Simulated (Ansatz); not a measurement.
Settings and field gradients in Hf3N4

Cell: a COD entry, taken as it stands.

Space group I-43d (No. 220); a = 6.7010 Å.

```csv
site,Wyckoff,site symmetry,x,y,z
Hf,12a,-4..,0.3750,0.0000,0.2500
N,16c,.3.,0.0630,0.0630,0.0630
```

One atom of each set is listed; the run and its k-mesh use a cell of 14 atoms with edges of 5.80, 5.80, 5.80 Å.

Reference run. Method: Kohn–Sham DFT in Ansatz, PBE, plane waves and PAW, scalar-relativistic, 420 eV cutoff, Γ-centred 6×6×6 k-points, Fermi–Dirac smearing 0.02 eV.

It gives V_zz (10²¹ V/m²) Hf 34.4 (η 0.00), N 1.01 (η 0.00). Each of these runs changes the input as listed (caps on SCF iterations aside):

A. total_charge: not typed → 1
B. scf.n_extra_bands: not typed → 2; magnetization: not typed → {spin_polarized: true}; kpoints.mp_grid.grid: [6, 6, 6] → [8, 8, 8]

(1) Which of these changes matter for the gradients?

## Answers

(1) 

| run | Hf V_zz (η) | N V_zz (η) | largest change of a gradient tensor, all atoms | note |
| --- | --- | --- | --- | --- |
| A | 33.2 (0.00) | 1.18 (0.00) | 1.28 | converged; cell charge +1 on a uniform background; no gap left; odd number of electrons without spin polarisation |
| B | 34.4 (0.00) | 1.01 (0.00) | 0.00 | converged |

Run A moves them most, on Hf (V_zz from 34.4 to 33.2); against its own size the tensor moves most on N among sites above 0.3 (by 0.18, V_zz from 1.01 to 1.18).

On the reference run: The calculated pressure of 7 GPa (PBE) comes partly from the unrelaxed atoms: it is 3.4 GPa once they are relaxed in the same cell. The largest force is 0.3 eV/Å, so the atoms aren't at the calculated equilibrium and relaxing them would move these values. Without spin–orbit coupling the gradients at and beside Hf can be off by some per cent, at some sites by more.
